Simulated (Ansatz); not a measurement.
# Bi (C2/m) in Ansatz: a series of runs

The runs below take Bi through single point, equation of state, with PBE0.

Everything below comes from runs of Ansatz 0.2.0. Logs are shortened: lines on timing, memory, paths and dates and some standing lists are left out, and cuts for length are marked.

**1. Starting point**

Symmetry: C2/m, No. 12, monoclinic system. Conventional cell: a = 6.977 Å, b = 6.265 Å, c = 3.359 Å, α = 90.00°, β = 112.04°, γ = 90.00°. Bi (site symmetry m) is surrounded by 6 Bi at 3.21 to 3.45 Å.

This isn't the form of Bi at room conditions, which is rhombohedral.

**2. Single point, PBE0, 31.98 Å³/atom (volume scaled by 0.94)**

Contents of input.yaml:

```yaml
crystal:
  lattice:
    - [3.4173821397, -3.0686298933, 0.0]
    - [3.4173821397, 3.0686298933, 0.0]
    - [-1.2345086997, 0.0, 3.0499903288]
  atoms:
    - { symbol: Bi, position: [0.753061, 0.753061, 0.857382] }
    - { symbol: Bi, position: [0.246939, 0.246939, 0.142618] }
hamiltonian:
  xc: pbe0
  pseudopotentials: { kind: paw }
kpoints:
  mp_grid: { grid: [4, 4, 4] }
scf:
  occupations: { method: fermi_dirac, width: 0.05 }
output:
  forces: true
  stress: true
  eigenvalues: true
```

Potentials or basis: Ansatz PAW.

Launch:

```sh
> ansatz run input.yaml --threads 2 --pin off --max-ram 5632MiB --backend cpu --events-out ev --progress --plain --runs-dir out
```

Output:

```text
Warning: output.stress: scf.convergence.dr2_threshold = 1e-7 eV (the SCF's general default) is looser than the 2e-10 eV advised for a printed stress (1e-10 eV for each atom of the cell: 2). What an SCF threshold leaves in a stress goes as its square root, and in the free energy as the threshold itself, and one threshold admits the most on a small cell: of the crystals measured, under no hybrid functional and no lock of the moments, on runs that ended without the residual-converged pass, on stresses that held no estimate of that error, the worst erred by over 100 MPa in a component at 1e-7 eV an atom and by under 5 at 1e-10. Set scf.convergence.dr2_threshold to 2e-10 eV or tighter. The threshold is an SCF's pass mark: one that does not reach it within its budget of iterations ends unconverged, or closes short of it on a stop that the run arms, and scf.convergence.dr2_threshold's page says what that costs each kind of run
Warning: output.stress: scf.exx.energy_threshold = 1e-6 eV is looser than the 2e-8 eV advised for a stress under a hybrid functional (1e-8 eV for each atom of the cell: 2). Every SCF of the exchange loop can meet its threshold on dr2 while the loop round them stops early: no threshold on dr2 bounds what that leaves in the stress. Set scf.exx.energy_threshold to 2e-8 eV or tighter. The threshold is the loop's pass mark: a loop that does not reach it within its budget of cycles ends unconverged, and scf.exx.energy_threshold's page has the law
Warning: RAYON_NUM_THREADS=2 ignored (pool sized by the plan → 2); use --threads N
Engine: ansatz 0.2.0, x86_64-unknown-linux-gnu
Pseudopotentials: kind: paw
Pseudopotential: Bi, paw, valence charge 15, recommended cutoff 420 eV (normal), Bi.paw.azcp
Functional definition: PBE0
  parameter a = 0.25
  parameter kappa = 0.804
  parameter beta = 0.06672455060314922
  exchange = (1 - a)*pbe_x(kappa = kappa, mu = beta*pi^2/3) + a*exact_x
  correlation = pbe_c(beta = beta)
Crystal: 2 atoms, lattice volume = 63.969 Å³
Basis set: ecut = 420 eV, 1269 PW (Γ), exchange–correlation on 64×64×48 points (8 copies of the dense FFT grid, shifted against one another)
Bands: 19, of which v1, the nominal top of the filled ones, is band 15 counted from 1 (14 counted from 0)
Symmetry: 4 space group operations
Space group: C2/m (ITA 12), of the structure as read, at distance tolerance 4.0e-5 Å
k-points: 24 of 64
Non-local potential: Bi, projectors of the file, l = 0: 2, l = 1: 2, l = 2: 2, l = 3: 2
PAW form: soft (Blöchl's): semilocal exchange-correlation on the pseudo side does not see the compensation charge
PAW frozen core: Bi, regenerated for the run's functional, and the local potential with it (the file was generated under x = pbe(κ = 0.804, μ = 0.2195149727645171), c = pbe(β = 0.06672455060314922))
PAW one-centre angular grid: Bi, 590 points (default); XC on 64 Gauss nodes
Initial density: superposition of atomic densities (neutral atoms: chi_scale 0, normalization atom), corrected by the library's trained network
Initial wavefunctions: pseudopotential atomic-orbital guess
Functional: x = pbe(κ = 0.804, μ = 0.2195149727645171), c = pbe(β = 0.06672455060314922), warm-up for x = 0.75 pbe(κ = 0.804, μ = 0.2195149727645171) + 0.25 exact, c = pbe(β = 0.06672455060314922)
SCF iter   1: F=—  HF=-24792.866030 eV  |F-HF|=—  |Δ(HF+E_count)|=         —  Δρ=2.00e-3  dr2=3.72e-3  ethr=1.77e-3  ⟨swp⟩=14.0  Hψ=2070  notcnv=3
preconditioner: auto → none  [insulator: Δε(μ)=0.206 eV  Ē_g=20.569 eV  σ=0.050 eV  W_gap=0.66  n_scr=16 (ndim 8)  ℏωp=25.4 eV  f_vac=0.000  D(μ)=0.65/eV (n_scr^D=0)]
SCF iter   2: F=—  HF=-24792.866320 eV  |F-HF|=—  |Δ(HF+E_count)|=   2.90e-4  Δρ=7.61e-4  dr2=4.15e-4  ethr=1.24e-5  ⟨swp⟩=4.4  Hψ=1327  notcnv=0  defer=17
iter 3 solved again at ethr=6.53e-8 eV; its pass at ethr=1.38e-6 eV (dr2=1.96e-5 eV) is discarded
[... 30 lines left out ...]
SCF iter   4: F=—  HF=-24794.056108 eV  |F-HF|=—  |Δ(HF+E_count)|=   5.99e-8  Δρ=4.05e-6  dr2=2.94e-8  ethr=2.52e-10  ⟨swp⟩=3.6  Hψ=1211  notcnv=0  defer=3
SCF iter   5: F=—  HF=-24794.056108 eV  |F-HF|=—  |Δ(HF+E_count)|=   2.38e-8  Δρ=1.81e-6  dr2=7.80e-9  ethr=4.93e-11  ⟨swp⟩=4.0  Hψ=1256  notcnv=0  defer=5
SCF iter   6: F=—  HF=-24794.056108 eV  |F-HF|=—  |Δ(HF+E_count)|=   7.52e-9  Δρ=9.22e-7  dr2=1.10e-9  ethr=1.31e-11  ⟨swp⟩=3.9  Hψ=1224  notcnv=0  defer=5
SCF iter   7: F=-24794.056108 eV  HF=-24794.056108 eV  |F-HF|=1.46e-11  |Δ(HF+E_count)|=  8.62e-10  Δρ=2.56e-7  dr2=5.60e-11  ethr=2.14e-12  ⟨swp⟩=3.5  Hψ=1159  notcnv=0  defer=5
SCF 3 converged in 7 iterations: F = -24794.056108 eV  dr2 = 5.60e-11
  Residual-converged pass: ⟨swp⟩=4.0  Hψ=1183  notcnv=0  max |occ|·‖R‖ = 2.7e-7 eV (tolerance 2.7e-7 eV)  dr2=5.66e-11  dr2_onsite=5.04e-12  max |Δocc| = 1.1e-13
hybrid outer 2: dexx = +3.408e-6 eV, tail = 1.04e-8 eV, Δε = 1.75e-3 eV (about 4.79e-5 eV left of the loop's levels), ΔF = 2.23e-3 eV/Å (tail 5.88e-4)
hybrid SCF converged: 2 outer / 15 inner (+7 warm-up), last move |dexx| = 3.41e-6 eV, tail = 1.04e-8 eV
Stability not checked: this state was not tested for a lower state beside it, because the functional holds exact exchange (a hybrid, or Hartree-Fock), whose exchange loop this test does not read (fock_operator; see scf.lower_state_search)
Free energy (F): -24794.056108 eV
Frozen-core exchange: fock
Harris-Foulkes:  -24794.056108 eV  (|F-HF|=1.46e-11)
Internal energy: -24794.052587 eV  (E = F + TS)
E sigma→0 (E₀):  -24794.054348 eV
Entropy (-TS):   -0.003520 eV (-1.760 meV/atom)
Fermi energy:    10.841271 eV
--- Per-component energies (eV) ---
  E_band       = -241.424146
  E_kinetic    = 602.923669
  E_local      = -2903.886939  (includes V_loc(G=0)·N_el)
  E_nonlocal   = 1122.441037
  E_hartree    = 931.970024
  E_xc         = -233.153617
  E_vxc        = -222.434122  (∫ρ·V_xc dr)
  E_exx        = -82.004529  (= α·E_x^exact, valence–valence)
  E_paw        = -21316.573155  (= ΣΔE_a)
  E_vpaw       = -540.397956  (= ΣTr[D̂ρ^β])
  E_aug_tail   = -0.000870  (compensation charges beyond the density's cutoff)
  E_ewald      = -2916.146459
  E_core_change = 0.378250  (= ΣΔE_core)
  E_smearing   = -0.003520  (= −TS)
  E_closure    = 0.000000  (closes the sum)
  Σ components = -24794.056108   (vs F -24794.056108, Δ=0.00e0)
--- Forces (eV/Å), atoms counted from 1 ---
  atom   1  Bi     0.06612909     0.00000000     0.07055672
  atom   2  Bi    -0.06612909    -0.00000000    -0.07055672
  max |Σ_I F_I| component: 1.39e-17 eV/Å
--- Stress (GPa, compression-positive) ---
       -0.110373       0.000000      -5.013791
        0.000000      -2.428472      -0.000000
       -5.013791      -0.000000       8.220202
  P = ⅓ Tr σ = 1.8938 GPa (18.938 kbar)
--- Band table (eV; the first three rows and the last of 24) ---
  k-point 0: bands = ["-14.5060", "-14.4591", "-14.4119", "-14.3736", "-14.2538", "-14.2417", "-14.2061", "-14.2052", "-14.1522", "-14.0524", "-4.2462", "0.9089", "6.9960", "7.2878", "14.3279", "15.2120", "16.0035", "16.3895", "16.5970"]
  k-point 1: bands = ["-14.4694", "-14.3488", "-14.3486", "-14.2968", "-14.2948", "-14.2650", "-14.2572", "-14.2346", "-14.1645", "-14.0784", "-3.2034", "1.1173", "7.6636", "8.7492", "9.5281", "12.1121", "14.4050", "15.0006", "15.9816"]
  k-point 2: bands = ["-14.4322", "-14.3589", "-14.3440", "-14.3109", "-14.3078", "-14.2948", "-14.1858", "-14.1814", "-14.1218", "-14.1081", "-1.2778", "0.9448", "6.0403", "7.7666", "8.7258", "12.8485", "13.1562", "13.2517", "18.1563"]
  k-point 23: bands = ["-14.3951", "-14.3498", "-14.3433", "-14.3243", "-14.3034", "-14.2641", "-14.2168", "-14.2157", "-14.1169", "-14.1135", "-0.5201", "0.5560", "6.1228", "7.3106", "7.9580", "10.2726", "12.6654", "13.3626", "18.3246"]
```

Wall time 81 s (2 threads of Intel Xeon at 2.50GHz (Skylake/Cascade Lake), shared host); peak memory 1 GiB.

Results:

* Free energy: -24794.0561 eV
* Pressure: 1.9 GPa
* Largest force: 0.097 eV/Å
* Band gap on the k mesh: none (metal or under the smearing width)

Caveat: the k mesh is coarse (spacing up to 0.52 Å⁻¹), so the values aren't converged, least of all with exact exchange; spin-orbit coupling is left out, which moves the levels of the heavy elements; the PAW data sets come from PBE, with cores solved anew for the run's functional, which leaves a small shift of forces and pressure; the thresholds are loose for stress.

**3. Single point, PBE0, 32.66 Å³/atom (volume scaled by 0.96)**

Changes to input.yaml since step 2:

```diff
@@ -2,5 +2,5 @@
   lattice:
-    - [3.4173821397, -3.0686298933, 0.0]
-    - [3.4173821397, 3.0686298933, 0.0]
-    - [-1.2345086997, 0.0, 3.0499903288]
+    - [3.441449004, -3.090240675, 0.0]
+    - [3.441449004, 3.090240675, 0.0]
+    - [-1.2432027094, 0.0, 3.0714698416]
   atoms:
```

Potentials or basis: Ansatz PAW.

Launch:

```sh
> ansatz run input.yaml --threads 2 --pin off --max-ram 5632MiB --backend cpu --events-out ev --progress --plain --runs-dir out
```

Run time: 97 s. Hardware: 2 threads of Intel Xeon at 2.50GHz (Skylake/Cascade Lake), shared host; peak memory 1.1 GiB.

The run converged. Its results:

```yaml
Free_energy: -24794.0668 eV
Pressure: 0.6 GPa
Largest_force: 0.123 eV/Å
Band_gap_on_the_k_mesh: none (metal or under the smearing width)
```

Caveat: the k mesh is coarse (spacing up to 0.51 Å⁻¹), so the values aren't converged, least of all with exact exchange; spin-orbit coupling is left out, which moves the levels of the heavy elements; the PAW data sets come from PBE, with cores solved anew for the run's functional, which leaves a small shift of forces and pressure; the thresholds are loose for stress.

**4. Single point, PBE0, 33.35 Å³/atom (volume scaled by 0.98)**

Changes to input.yaml since step 3:

```diff
@@ -2,5 +2,5 @@
   lattice:
-    - [3.441449004, -3.090240675, 0.0]
-    - [3.441449004, 3.090240675, 0.0]
-    - [-1.2432027094, 0.0, 3.0714698416]
+    - [3.4651838851, -3.1115533531, 0.0]
+    - [3.4651838851, 3.1115533531, 0.0]
+    - [-1.2517767921, 0.0, 3.0926530616]
   atoms:
```

Launch:

```sh
> ansatz run input.yaml --threads 2 --pin off --max-ram 5632MiB --backend cpu --events-out ev --progress --plain --runs-dir out
```

Run time: 1.9 min. Hardware: 2 threads of Intel Xeon at 2.50GHz (Skylake/Cascade Lake), shared host; peak memory 1.1 GiB.

It converged, with:

```yaml
Free_energy: -24794.0672 eV
Pressure: -0.5 GPa
Largest_force: 0.147 eV/Å
Band_gap_on_the_k_mesh: none (metal or under the smearing width)
```

Caveat: the k mesh is coarse (spacing up to 0.51 Å⁻¹), so the values aren't converged, least of all with exact exchange; spin-orbit coupling is left out, which moves the levels of the heavy elements; the PAW data sets come from PBE, with cores solved anew for the run's functional, which leaves a small shift of forces and pressure; the thresholds are loose for stress.

**5. Single point, PBE0, 34.03 Å³/atom**

Changes to input.yaml since step 4:

```diff
@@ -2,5 +2,5 @@
   lattice:
-    - [3.4651838851, -3.1115533531, 0.0]
-    - [3.4651838851, 3.1115533531, 0.0]
-    - [-1.2517767921, 0.0, 3.0926530616]
+    - [3.488598, -3.132578, 0.0]
+    - [3.488598, 3.132578, 0.0]
+    - [-1.260235, 0.0, 3.11355]
   atoms:
```

Launch:

```sh
> ansatz run input.yaml --threads 2 --pin off --max-ram 5632MiB --backend cpu --events-out ev --progress --plain --runs-dir out
```

Wall time 2.1 min (2 threads of Intel Xeon at 2.50GHz (Skylake/Cascade Lake), shared host); peak memory 1.1 GiB.

Results (log left out):

```
Free energy            : -24794.0586 eV
Pressure               : -1.5 GPa
Largest force          : 0.170 eV/Å
Band gap on the k mesh : none (metal or under the smearing width)
```

Caveat: the k mesh is coarse (spacing up to 0.50 Å⁻¹), so the values aren't converged, least of all with exact exchange; spin-orbit coupling is left out, which moves the levels of the heavy elements; the PAW data sets come from PBE, with cores solved anew for the run's functional, which leaves a small shift of forces and pressure; the thresholds are loose for stress.

**6. Single point, PBE0, 34.71 Å³/atom (volume scaled by 1.02)**

Changes to input.yaml since step 5:

```diff
@@ -2,5 +2,5 @@
   lattice:
-    - [3.488598, -3.132578, 0.0]
-    - [3.488598, 3.132578, 0.0]
-    - [-1.260235, 0.0, 3.11355]
+    - [3.5117019713, -3.1533241543, 0.0]
+    - [3.5117019713, 3.1533241543, 0.0]
+    - [-1.2685811704, 0.0, 3.1341701374]
   atoms:
```

Potentials or basis: Ansatz PAW.

Launch:

```sh
> ansatz run input.yaml --threads 2 --pin off --max-ram 5632MiB --backend cpu --events-out ev --progress --plain --runs-dir out
```

It took 2 min on 2 threads of Intel Xeon at 2.50GHz (Skylake/Cascade Lake), shared host; peak memory 1.1 GiB.

Results (log left out):

| Quantity | Value |
| --- | --- |
| Free energy | -24794.0418 eV |
| Pressure | -2.4 GPa |
| Largest force | 0.191 eV/Å |
| Band gap on the k mesh | none (metal or under the smearing width) |

Caveat: the k mesh is coarse (spacing up to 0.50 Å⁻¹), so the values aren't converged, least of all with exact exchange; spin-orbit coupling is left out, which moves the levels of the heavy elements; the PAW data sets come from PBE, with cores solved anew for the run's functional, which leaves a small shift of forces and pressure; the thresholds are loose for stress.

**7. Single point, PBE0, 35.39 Å³/atom (volume scaled by 1.04)**

Changes to input.yaml since step 6:

```diff
@@ -2,5 +2,5 @@
   lattice:
-    - [3.5117019713, -3.1533241543, 0.0]
-    - [3.5117019713, 3.1533241543, 0.0]
-    - [-1.2685811704, 0.0, 3.1341701374]
+    - [3.5345058698, -3.1738008589, 0.0]
+    - [3.5345058698, 3.1738008589, 0.0]
+    - [-1.2768189413, 0.0, 3.1545224618]
   atoms:
@@ -19 +19,5 @@
   eigenvalues: true
+  write_density: true
+  write_potential: true
+  elf: true
+  volumetric_format: npy
```

Launch:

```sh
> ansatz run input.yaml --threads 2 --pin off --max-ram 5632MiB --backend cpu --events-out ev --progress --plain --runs-dir out
```

It took 1.8 min on 2 threads of Intel Xeon at 2.50GHz (Skylake/Cascade Lake), shared host; peak memory 1.2 GiB.

The run converged. Its results:

```
Free energy            : -24794.0179 eV
Pressure               : -3.2 GPa
Largest force          : 0.210 eV/Å
Band gap on the k mesh : none (metal or under the smearing width)
```

Caveat: the k mesh is coarse (spacing up to 0.50 Å⁻¹), so the values aren't converged, least of all with exact exchange; spin-orbit coupling is left out, which moves the levels of the heavy elements; the PAW data sets come from PBE, with cores solved anew for the run's functional, which leaves a small shift of forces and pressure; the thresholds are loose for stress.

**8. Single point, PBE0, 36.07 Å³/atom (volume scaled by 1.06)**

Contents of input.yaml:

```yaml
crystal:
  lattice:
    - [3.5570192531, -3.194016696, 0.0]
    - [3.5570192531, 3.194016696, 0.0]
    - [-1.2849517653, 0.0, 3.1746155033]
  atoms:
    - { symbol: Bi, position: [0.753061, 0.753061, 0.857382] }
    - { symbol: Bi, position: [0.246939, 0.246939, 0.142618] }
hamiltonian:
  xc: pbe0
  pseudopotentials: { kind: paw }
kpoints:
  mp_grid: { grid: [4, 4, 4] }
scf:
  occupations: { method: fermi_dirac, width: 0.05 }
output:
  forces: true
  stress: true
  eigenvalues: true
```

Launch:

```sh
> ansatz run input.yaml --threads 2 --pin off --max-ram 5632MiB --backend cpu --events-out ev --progress --plain --runs-dir out
```

It took 2.2 min on 2 threads of Intel Xeon at 2.50GHz (Skylake/Cascade Lake), shared host; peak memory 1.2 GiB.

Results (log left out):

| Item | Value |
| --- | --- |
| Free energy | -24793.9874 eV |
| Pressure | -3.9 GPa |
| Largest force | 0.229 eV/Å |
| Band gap on the k mesh | none (metal or under the smearing width) |

Caveat: the k mesh is coarse (spacing up to 0.49 Å⁻¹), so the values aren't converged, least of all with exact exchange; spin-orbit coupling is left out, which moves the levels of the heavy elements; the PAW data sets come from PBE, with cores solved anew for the run's functional, which leaves a small shift of forces and pressure; the thresholds are loose for stress.

**9. Equation of state, PBE0**

Potentials or basis: Ansatz PAW.

This step only gathers the single runs of the series.

What came out:

- Equilibrium volume: 33.03 Å³/atom
- Bulk modulus at fixed shape and positions: 55 GPa
- Pressure derivative of the bulk modulus: 4.5

Energy against volume, from the lowest point:
| volume (Å³/atom) | energy (meV/atom) |
| --- | --- |
| 31.984 | 5.55 |
| 32.665 | 0.23 |
| 33.345 | 0.00 |
| 34.026 | 4.32 |
| 34.706 | 12.69 |
| 35.387 | 24.68 |
| 36.067 | 39.90 |

Caveat: the k mesh is coarse (spacing up to 0.50 Å⁻¹), so the values aren't converged, least of all with exact exchange; the cell was scaled at fixed shape and fractional positions, which overstates the stiffness of a crystal with free parameters, most of all of layers and chains; the PAW data sets were made with another functional, which shifts forces and pressure a little; spin-orbit coupling is left out, which moves the levels of the heavy elements.
